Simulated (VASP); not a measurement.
# Ir: relaxation of cell and atoms with PBE

Crystal: Ir.

```
CELL_PARAMETERS angstrom
-1.52549 1.52549 1.52549
1.52549 -1.52549 1.52549
1.52549 1.52549 -1.52549
ATOMIC_POSITIONS crystal
Ir 0.00000 0.00000 0.00000
```

This isn't the form of Ir at room conditions, which is fcc.

```json
{
  "Program": "VASP 6.6.1",
  "Task": "relaxation of cell and atoms",
  "Functional": "PBE",
  "Potentials or basis": "VASP PAW PBE potentials, release 64 (Ir)",
  "Cutoff": "600 eV",
  "k mesh": "20 × 20 × 20",
  "Occupations": "gaussian, width 0.1 eV",
  "Spin": "no spin polarisation",
  "Further INCAR settings": "ALGO = Normal; EDIFF = 1e-07; IBRION = 2; EDIFFG = -0.005; NSW = 90; ISIF = 3"
}
```

```yaml
Relaxed_volume: 15.07 Å³/atom
Relaxed_cell: a = 2.695 Å, b = 2.695 Å, c = 2.695 Å, α = 109.47°, β = 109.47°, γ = 109.47°
Space_group_after_relaxing_to_0.05_Å: Im-3m (No. 229)
Energy_gained_by_relaxing: 54.7 meV/atom
Ionic_steps: 17
Pressure_after_relaxing: 0.0 GPa
Band_gap_on_the_k_mesh: none (metal or under the smearing width)
```

Step by step:
```csv
step,energy change (eV),largest force (eV/Å),pressure (GPa),volume (Å³)
1,0.0000,0.0000,21.41,14.20
2,0.4303,0.0000,-36.92,18.47
3,-0.0542,0.0000,-1.68,15.15
4,-0.0547,0.0000,-0.18,15.08
5,-0.0547,0.0000,0.20,15.06
6,-0.0547,0.0000,0.20,15.06
7,-0.0547,0.0000,0.17,15.06
8,-0.0547,0.0000,0.17,15.06
9,-0.0547,0.0000,0.17,15.06
10,-0.0547,0.0000,0.17,15.06
11,-0.0547,0.0000,0.17,15.06
12,-0.0547,0.0000,0.17,15.06
13,-0.0547,0.0000,0.17,15.06
14,-0.0547,0.0000,0.15,15.06
15,-0.0547,0.0000,0.12,15.07
16,-0.0547,0.0000,0.08,15.07
17,-0.0547,0.0000,-0.03,15.07
```

Final structure:
```
Ir
1.0
    -1.55611    1.55611    1.55611
     1.55611   -1.55611    1.55611
     1.55611    1.55611   -1.55611
Ir
1
Cartesian
  0.0000 0.0000 0.0000
```

Levels at points of the mesh, in eV from the Fermi level:
| k point | band 1 | band 2 | band 3 | band 4 | band 5 | band 6 | band 7 | band 8 |
| --- | --- | --- | --- | --- | --- | --- | --- | --- |
| (0.00, 0.00, 0.00) | -10.22 | -3.40 | -3.40 | -3.40 | -0.50 | -0.50 | 16.93 | 16.93 |
| (0.50, 0.00, 0.00) | -7.12 | -5.13 | -0.68 | -0.04 | 0.00 | 2.12 | 7.59 | 13.04 |
| (0.50, 0.50, 0.50) | -6.64 | -6.64 | 1.45 | 1.45 | 1.45 | 7.80 | 7.80 | 7.80 |

It took 2.9 min on 1 thread of AMD EPYC 7R13 Processor (Zen 3), on a shared host, peak memory 0.15 GiB.

The run has no spin-orbit coupling, so splittings on Ir are missing.
